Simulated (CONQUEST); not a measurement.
Crystal: LiCl.

```xyz
4
Lattice="3.6271 0.0000 0.0000 0.0000 3.6271 0.0000 0.0000 0.0000 5.1295" Properties=species:S:1:pos:R:3 pbc="T T T"
Cl    0.0000    0.0000    2.5648
Cl    1.8136    1.8136    0.0000
Li    0.0000    0.0000    0.0000
Li    1.8136    1.8136    2.5648
```

```yaml
Program: CONQUEST 1.3
Task: single point
Functional: PBE
Potentials_or_basis: PseudoDojo NC PBE, DZP, grid cutoff 120 Ha
k_mesh: 7 × 7 × 5
Occupations: fermi-dirac, width 0.05 eV
Spin: no spin polarisation
```

On this cell: pressure 0.8 GPa; largest force zero by symmetry; band gap on the k mesh 6.48 eV.

The same run follows on a disturbed copy (atoms moved at random, drawn with an rms of 0.05 Å):

```
CELL_PARAMETERS angstrom
3.62713 0.00000 0.00000
0.00000 3.62713 0.00000
0.00000 0.00000 5.12954
ATOMIC_POSITIONS crystal
Cl 0.48882 0.48713 0.00722
Cl 0.98882 0.98713 0.50722
Li 0.49592 0.51505 0.49233
Li 0.99592 0.01505 0.99233
```

Task: What does the disturbed cell give?

Result: The energy moves by +4.7 meV/atom; pressure 0.9 GPa; largest force 0.146 eV/Å; band gap on the k mesh 6.47 eV.

Forces in eV/Å, atoms in the order of the input:
```
Cl   0.034  0.115 -0.077
Cl   0.034  0.115 -0.077
Li  -0.030 -0.113  0.088
Li  -0.030 -0.113  0.088
```

The forces don't sum to zero, so they hold noise of the program's grid.

Caveats: the box holds several primitive cells, so bands are folded and the points are those of the box's own zone; an odd mesh through Γ misses points on the zone boundary, where band edges often lie; the basis of atomic orbitals isn't converged, which shifts pressures, moduli and gaps.
